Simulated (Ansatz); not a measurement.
Results of PBE-D3(BJ) (Ansatz, a program for electronic structure, plane waves, PAW) for rock-salt LiI.

Numerical settings: plane-wave cutoff 520 eV, 10×10×10 k mesh, Fermi–Dirac smearing 0.01 eV, scalar-relativistic PAW data made under PBE.

Cell (relaxed at this level):

```xyz
2
Lattice="0.0000 2.9294 2.9294 2.9294 0.0000 2.9294 2.9294 2.9294 0.0000" Properties=species:S:1:pos:R:3 pbc="T T T"
Li     0.0000     0.0000     0.0000
I      2.9294     2.9294     2.9294
```

Give the computed width of the whole s-p valence band, band gap and bulk modulus.


- width of the whole s-p valence band: 11.96 eV
- band gap: 4.37 eV
- bulk modulus: 24.5 GPa

Measured, for comparison: band gap 6.4 eV (temperature not stated, no zero-point or thermal correction, our sources range from 6.10 to 6.40; as tabulated in Aguado et al. (1998), arXiv:cond-mat/9809176); bulk modulus 24 GPa (0 K, extrapolated to 0 K; as tabulated in Doll and Stoll (1998), arXiv:cond-mat/9801031). Computed (rounded) less measured: bulk modulus +2 %.

Spin–orbit coupling is not included; with these elements it can move the gap by several tenths of an eV or more.

Computed values are for the static lattice.

It cost very roughly 23 core-seconds of CPU time.
